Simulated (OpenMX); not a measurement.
## KI under changes of volume

One of the cells (44.091 Å³/atom); the others are scaled copies at fixed shape and fractional positions:

```xyz
2
Lattice="0.0000 3.5328 3.5328 3.5328 0.0000 3.5328 3.5328 3.5328 0.0000" Properties=species:S:1:pos:R:3 pbc="T T T"
I     3.5328    3.5328    3.5328
K     0.0000    0.0000    0.0000
```

```yaml
Program: OpenMX 3.8.5
Functional: PBE
Potentials_or_basis: OpenMX 2013 PBE set, I7.0-s3p3d2f1, K10.0-s3p2d2, fixed grid of 42 × 42 × 42 points
k_mesh: 7 × 7 × 7
Occupations: fermi-dirac, width 0.05 eV
Spin: no spin polarisation
```

```tsv
volume (Å³/atom)	energy over the lowest point (meV/atom)	gap on the mesh (eV)
41.445	?	?
42.327	15.90	4.22
43.209	9.68	4.17
44.091	5.06	4.13
44.973	1.97	4.08
45.854	0.36	4.04
46.736	0.00	4.00
```

Task: What does the run at 41.445 Å³/atom give?

Result: Energy over the lowest point 24.03 meV/atom; gap on the mesh 4.27 eV.

Worked out: A Birch-Murnaghan fit of order 3 (a polynomial in V^(-2/3)) to the other rows has its minimum at 46.52 Å³/atom with B0 = V·E''(V) = 12.0 GPa (rough, since the energies scatter). It gives 23.90 meV/atom at 41.445 Å³/atom, against the run's 24.03. A straight line through the other rows of the gap, of slope -2.22 eV per unit of ln V (its deformation potential), extrapolates to 4.26 eV, against the run's 4.27.

Energies are extrapolated to zero smearing.

Caveats: spin-orbit coupling is left out, which moves the levels of the heavy elements; an odd mesh through Γ misses points on the zone boundary, where band edges often lie; the basis of atomic orbitals isn't converged, which shifts pressures, moduli and gaps.
